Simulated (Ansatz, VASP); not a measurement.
CaSe in VASP and in Ansatz

Contents of INCAR:

```
ALGO     = Normal         # electronic algorithm
EDIFF    = 1E-7           # SCF threshold, eV
ENCUT    = 520            # plane-wave cutoff, eV
GGA      = CA             # functional
ISIF     = 2              # what is computed and relaxed
ISMEAR   = 0              # smearing method
LASPH    = True           # aspherical terms in the spheres
LCHARG   = False          # write CHGCAR
LREAL    = False          # projectors in reciprocal space
LWAVE    = False          # write WAVECAR
NBANDS   = 15             # bands
NELM     = 60             # most SCF steps
PREC     = Accurate       # precision mode
SIGMA    = 0.01           # smearing width, eV
```

The input KPOINTS:

```
k-points
0
Gamma
  4 4 4
```

Contents of POSCAR:

```
CaSe
1.0
    0.0000000000      2.9675306017      2.9675306017
    2.9675306017      0.0000000000      2.9675306017
    2.9675306017      2.9675306017      0.0000000000
Ca Se
1 1
Direct
    0.0000000000      0.0000000000      0.0000000000
    0.5000000000      0.5000000000      0.5000000000
```

Input for Ansatz:

```yaml
crystal:
  lattice:
    - [0.0, 2.9675306017, 2.9675306017]
    - [2.9675306017, 0.0, 2.9675306017]
    - [2.9675306017, 2.9675306017, 0.0]
  atoms:
    - { symbol: Ca, position: [0.0, 0.0, 0.0] }
    - { symbol: Se, position: [0.5, 0.5, 0.5] }
kpoints:
  mp_grid: { grid: [4, 4, 4] }
hamiltonian:
  xc: lda
scf:
  occupations: { method: fixed }
output:
  optics:
    e_range: [0, 6]
    de: 0.2
    sigma: 0.03
    scissors: 0.6
    scheme: gaussian
    bands: auto
```

Alike in both runs: task single point; functional LDA; k mesh 4 × 4 × 4; no spin polarisation.

```csv
,VASP,Ansatz
version,VASP 6.6.1,Ansatz 0.2.0
potentials or method,"VASP PAW LDA potentials, release 64 (Ca_sv, Se)","plane waves, PAW"
plane-wave cutoff (eV),520,420
occupations,"gaussian, width 0.01 eV",fixed
valence electrons in the cell,16,26
```

```tsv
	VASP	Ansatz	Ansatz less VASP
gap on the k mesh at the Fermi level (eV)	1.87	1.89	+0.016
```

The two sets of potentials don't hold the same shells in valence.

Caveats: the k mesh is coarse (spacing up to 0.46 Å⁻¹), so the values aren't converged. A k mesh can miss the band edges. As with any semilocal functional, this LDA gap is likely too small.
